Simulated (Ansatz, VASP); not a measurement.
Sb: VASP beside Ansatz

```xyz
2
Lattice="2.1610 1.2477 3.6879 -2.1610 1.2477 3.6879 0.0000 -2.4953 3.6879" Properties=species:S:1:pos:R:3 pbc="T T T"
Sb    0.0000    0.0000    2.6076
Sb    0.0000    0.0000    8.4560
```

Alike in both runs: functional PBEsol; k mesh 12 × 12 × 12; occupations gaussian, width 0.1 eV; no spin polarisation.

Ansatz relaxed the structure, and its values are those at the end. VASP's run is a single point on that final structure, the one shown.

|  | VASP | Ansatz |
| --- | --- | --- |
| version | VASP 6.6.1 | Ansatz 0.2.0 |
| potentials or method | VASP PAW PBE potentials, release 64 (Sb) | scalar-relativistic, plane waves, PAW |
| plane-wave cutoff (eV) | 520 | 420 |
| valence electrons in the cell | 10 | 30 |

|  | VASP | Ansatz | Ansatz less VASP |
| --- | --- | --- | --- |
| gap on the k mesh at the Fermi level (eV) | none | none | - |
| pressure (GPa) | 0.2 | 0.0 | -0.17 |
| rms of the force components (eV/Å) | 0.027 | 0.000 | -0.0267 |

A gap of «none» marks a metal or a gap that the smearing closes. The functional is the same, so the differences come from potentials, cutoffs and numerics. The two sets of potentials don't hold the same shells in valence. Ansatz warned: «pseudo_functional_mismatch».

Caveats: the PAW data sets were made with another functional, which shifts forces and pressure a little (VASP). Spin-orbit coupling is left out, which matters for the levels of Sb.
